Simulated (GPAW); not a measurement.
Crystal: Hf.

```
Hf
1.0
     3.19670    0.00000    0.00000
    -1.59835    2.76842    0.00000
     0.00000    0.00000    5.05780
Hf
2
Direct
  0.66667 0.33333 0.75000
  0.33333 0.66667 0.25000
```

Base run:

```yaml
Program: GPAW 26.7.0
Functional: PBE
Potentials_or_basis: GPAW PAW data sets (gpaw-data 1.2.1)
Cutoff: 600 eV
Basis: pw
k_mesh: 10 × 10 × 5
Occupations: gaussian, width 0.011 eV
Spin: no spin polarisation
```

Its results: band gap on the k mesh none (metal or under the smearing width); pressure 0.9 GPa.

Problem. The run is repeated on the same cell with these changes: occupations from gaussian, width 0.011 eV to methfessel-paxton, width 0.1 eV; dispersion from none to D4. What comes out?

Solution. Band gap on the k mesh none (metal or under the smearing width); pressure -0.7 GPa.

Caveats: this smearing can pin the Fermi level at a band edge (some runs); pairwise dispersion overbinds metals, which lowers pressure and volume (some runs).
